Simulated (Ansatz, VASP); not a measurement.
## Two plane-wave programs on C

```
CELL_PARAMETERS angstrom
1.26001 -2.91127 0.00000
1.26001 2.91127 0.00000
0.00000 0.00000 2.23254
ATOMIC_POSITIONS crystal
C 0.67805 0.32195 0.50000
C 0.32195 0.67805 0.50000
C 0.50000 0.50000 0.00000
```

Alike in both runs: task relaxation of cell and atoms; functional PBE; k mesh 8 × 8 × 8; occupations gaussian, width 0.1 eV; no spin polarisation.

```csv
,VASP,Ansatz
version,VASP 6.6.1,Ansatz 0.2.0
potentials or method,"VASP PAW PBE potentials, release 64 (C)","scalar-relativistic, plane waves, PAW"
plane-wave cutoff (eV),600,420
valence electrons in the cell,12,12
```

Ansatz gave:

```
gap on the k mesh at the Fermi level, each at its own relaxed structure (eV) : none
relaxed volume (Å³/atom)                                                     : 6.17
relaxed cell length with the largest relative difference (Å)                 : 2.464
energy change over the relaxation (meV/atom)                                 : -232
```

Problem. Which values does VASP return?

Solution. gap on the k mesh at the Fermi level, each at its own relaxed structure (eV): none; relaxed volume (Å³/atom): 6.16; relaxed cell length with the largest relative difference (Å): 2.462; energy change over the relaxation (meV/atom): -232.

A gap of «none» marks a metal or a gap that the smearing closes.
